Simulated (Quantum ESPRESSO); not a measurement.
CsSnI3:

```
CELL_PARAMETERS angstrom
6.20570 0.00000 0.00000
0.00000 6.20570 0.00000
0.00000 0.00000 6.20570
ATOMIC_POSITIONS crystal
Cs 0.00000 0.00000 0.00000
I 0.50000 0.50000 0.00000
I 0.50000 0.00000 0.50000
I 0.00000 0.50000 0.50000
Sn 0.50000 0.50000 0.50000
```

* Program: Quantum ESPRESSO 7.5
* Task: phonons
* Functional: PBEsol
* Potentials or basis: GBRV 1.5 PBEsol
* Cutoff: 925 eV
* Density cutoff: 7401 eV
* k mesh: 4 × 4 × 4, shifted
* Occupations: fermi-dirac, width 0.05 eV
* Spin: no spin polarisation
* Mixing beta: 0.5
* Most SCF iterations: 120
* SCF threshold: 1e-09 Ry

The cell and the atoms were relaxed first, to 45.47 Å³/atom (a = 6.103 Å, b = 6.103 Å, c = 6.103 Å, α = 90.00°, β = 90.00°, γ = 90.00°), and the response was taken there.

The first run showed a gap, so the response started from a second, tighter run with fixed occupations.

Task: Which optical modes does the crystal have at the zone centre, and which show in infrared and Raman spectra?

Result: The optical modes are 3T1u + T2u. Infrared active: 3T1u. None is Raman active.

Optical modes at Γ, degenerate ones joined, polar ones without the macroscopic field:
| cm⁻¹ | components | symmetry | active in |
| --- | --- | --- | --- |
| 10 | 3 | T1u | IR |
| 29 | 3 | T2u | silent |
| 46 | 3 | T1u | IR |
| 91 | 3 | T1u | IR |
